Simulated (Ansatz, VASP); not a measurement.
## Two plane-wave programs on MgI2

File INCAR:

```
SYSTEM = MgI2
PREC = Accurate
ENCUT = 520
EDIFF = 1E-6
ISMEAR = 0
SIGMA = 0.02
LREAL = .False.
LASPH = .True.
NELM = 100
ALGO = Fast
ISIF = 2
LWAVE = .False.
LCHARG = .False.
GGA = PE
NBANDS = 15
```

Contents of KPOINTS:

```
regular mesh
0
Gamma
  6 6 4
  0 0 0
```

The input POSCAR:

```
MgI2
1.0
    4.1537001214      0.0000000000      0.0000000000
   -2.0768500607      3.5972098248      0.0000000000
    0.0000000000      0.0000000000      6.8620000000
Mg I
1 2
Direct
    0.0373505151      0.0201183705      0.0262867969
    0.3333333333      0.6666666667      0.7576300000
    0.6666666667      0.3333333333      0.2423700000
```

Input for Ansatz:

```yaml
crystal:
  lattice:
    - [4.1537001214, 0.0, 0.0]
    - [-2.0768500607, 3.5972098248, 0.0]
    - [0.0, 0.0, 6.862]
  atoms:
    - { symbol: Mg, position: [0.0373505151, 0.0201183705, 0.0262867969] }
    - { symbol: I, position: [0.3333333333, 0.6666666667, 0.75763] }
    - { symbol: I, position: [0.6666666667, 0.3333333333, 0.24237] }
basis:
  ecutwfc: 420
kpoints:
  mp_grid: { grid: [6, 6, 4] }
hamiltonian:
  xc: pbe
scf:
  occupations: { method: gaussian, width: 0.02 }
output:
  forces: true
  stress: true
  eigenvalues: true
```

Change from the starting cell: one atom moved.

Alike in both runs: task single point; functional PBE; k mesh 6 × 6 × 4; occupations gaussian, width 0.02 eV; no spin polarisation.

```csv
,VASP,Ansatz
version,VASP 6.6.1,Ansatz 0.2.0
potentials or method,"VASP PAW PBE potentials, release 64 (Mg, I)","scalar-relativistic, plane waves, PAW"
plane-wave cutoff (eV),520,420
valence electrons in the cell,16,44
```

Ansatz gave:

```
gap on the k mesh at the Fermi level (eV)       : 3.20
least direct gap on the mesh (eV)               : 3.33
pressure (GPa)                                  : 1.7
largest component of the traceless stress (GPa) : 0.60
rms of the force components (eV/Å)              : 0.472
```

**Question.** Estimate VASP's values.

**Answer.** gap on the k mesh at the Fermi level (eV): 3.18; least direct gap on the mesh (eV): 3.31; pressure (GPa): 1.6; largest component of the traceless stress (GPa): 0.60; rms of the force components (eV/Å): 0.472.

Atom by atom the forces differ by 0.004 eV/Å (rms over components). The two sets of potentials don't hold the same shells in valence.

Caveats: spin-orbit coupling is left out, which moves the levels of the heavy elements; forces of over 1 eV/Å show positions far from the minimum, so gaps and moduli don't describe the material at rest. A k mesh can miss the band edges.
